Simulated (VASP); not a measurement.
A run of VASP 6.6.1 is set up as follows.

The input INCAR:

```
SYSTEM = Cd
  PREC = Accurate
  ENCUT = 600
  EDIFF = 1E-6
  ISMEAR = -1
  SIGMA = 0.05
  LREAL = .FALSE.
  LASPH = .TRUE.
  NELM = 100
  ALGO = Normal
  ISIF = 3
  LWAVE = .FALSE.
  LCHARG = .FALSE.
  GGA = PE
  IBRION = 2
  NSW = 40
  EDIFFG = -0.02
  PSTRESS = 20
```

KPOINTS

```
regular mesh
0
G
  10 10 10
  0 0 0
```

File POSCAR:

```
Cd
1.0
   -1.7843220000      1.7843220000      1.7843220000
    1.7843220000     -1.7843220000      1.7843220000
    1.7843220000      1.7843220000     -1.7843220000
Cd
1
Direct
    0.0000000000      0.0000000000      0.0000000000
```

Potentials or basis: VASP PAW PBE potentials, release 64 (Cd).

The run is started by

```sh
$ cat potpaw_PBE.64/Cd/POTCAR > POTCAR
$ mpirun -np 1 vasp_std > vasp.out
```

Q: What does it give for the relaxed cell?

A: a = 3.075 Å, b = 3.075 Å, c = 3.075 Å, α = 109.47°, β = 109.47°, γ = 109.47°.

Q: Predict the space group after relaxing (to 0.05 Å).

A: Im-3m (No. 229).

Q: Predict the band gap on the k mesh.

A: None (metal or under the smearing width).

Q: What does it give for the relaxed volume?

A: 22.39 Å³/atom.

Final structure:
```yaml
crystal:
  lattice:
    - [-1.77557, 1.77557, 1.77557]
    - [1.77557, -1.77557, 1.77557]
    - [1.77557, 1.77557, -1.77557]
  atoms:
    - { symbol: Cd, position: [0.00000, 0.00000, 0.00000] }
```

Caveat: the cell is relaxed towards a set pressure, so the enthalpy falls and the energy may rise.
